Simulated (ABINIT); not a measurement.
Here is an ABINIT 10.8.3 (patched build) calculation.

The input run.abi:

```
# Pseudopotentials
pp_dirpath "./"
pseudos "Zr.GGA_PBE-JTH.xml"

# Structure
acell 3*1.0 Angstrom
rprim
     3.2320000000     0.0000000000     0.0000000000
    -1.6160000000     2.7989941050     0.0000000000
     0.0000000000     0.0000000000     5.1470000000
ntypat 1
znucl 40
natom 2
typat 1 1
xcart
     3.0537974177     1.7631107608     7.2948152726
    -0.0000000003     3.5262215221     2.4316050909

# Plane-wave basis
ecut 17.0
pawecutdg 34.0

# k points
kptopt 1
ngkpt 7 7 4
nshiftk 1
shiftk 0.0 0.0 0.0

# Exchange and correlation
ixc -116133

# Bands and occupations
nband 16
occopt 3
tsmear 0.05 eV

# SCF cycle
nstep 100
tolvrs 1.0e-9

# Output
iomode 3
prtwf 0
prtden 0
prteig 0
prtebands 0
enunit 2
```

Potentials or basis: JTH PAW PBE v2.0.

The run is started by

```bash
$ abinit run.abi > log 2>&1
```

Problem. What does it give for the pressure?

Solution. -3.2 GPa.

Problem. Estimate the band gap on the k mesh.

Solution. None (metal or under the smearing width).

Stress tensor (GPa, compression positive):
```
-3.20  0.00  0.00
 0.00 -3.20  0.00
 0.00  0.00 -3.34
```

Caveat: the PAW data sets were made with another functional, which shifts forces and pressure a little.
